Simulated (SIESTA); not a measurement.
# Te2Mo under changes of volume

One of the cells (64.121 Å³/atom); the others are scaled copies at fixed shape and fractional positions:

```
CELL_PARAMETERS angstrom
3.56023 0.00000 0.00000
-1.78012 3.08325 0.00000
0.00000 0.00000 17.52406
ATOMIC_POSITIONS crystal
Te 0.33333 0.66667 0.10214
Te 0.33333 0.66667 0.89786
Mo 0.00000 0.00000 0.00000
```

* Program: SIESTA 5.4.2
* Functional: LDA
* Potentials or basis: PseudoDojo 0.4 standard (LDA files)
* Basis: DZP (energy shift 0.003 Ry; two zetas on semicore shells)
* Grid cutoff: 800 Ry
* Energy shift: 0.003 Ry
* k mesh: 9 × 9 × 2
* Occupations: fermi-dirac, width 0.05 eV
* Spin: no spin polarisation

```csv
volume (Å³/atom),energy over the lowest point (meV/atom),gap on the mesh (eV),largest force (eV/Å)
60.274,?,?,?
61.556,4.47,1.08,0.715
62.839,0.00,1.05,0.379
64.121,2.46,1.02,0.067
65.404,11.13,0.99,0.220
66.686,25.34,0.96,0.484
67.968,44.48,0.93,0.726
```

Question: What does the run at 60.274 Å³/atom give?

Answer: Energy over the lowest point 16.72 meV/atom; gap on the mesh 1.12 eV; largest force 1.085 eV/Å.

Worked out: A Birch-Murnaghan fit of order 3 (a polynomial in V^(-2/3)) to the other rows has its minimum at 63.00 Å³/atom with B0 = V·E''(V) = 42 GPa and B' = 4.5 at fixed shape and positions, which overstates the stiffness. It gives 16.71 meV/atom at 60.274 Å³/atom, against the run's 16.72. A straight line through the other rows of the gap, of slope -1.51 eV per unit of ln V (its deformation potential), extrapolates to 1.11 eV, against the run's 1.12.

Energies are extrapolated to zero smearing.

Caveats: spin-orbit coupling is left out, which moves the levels of the heavy elements; the basis of atomic orbitals isn't converged, which shifts pressures, moduli and gaps.

A mesh can miss the band edges.
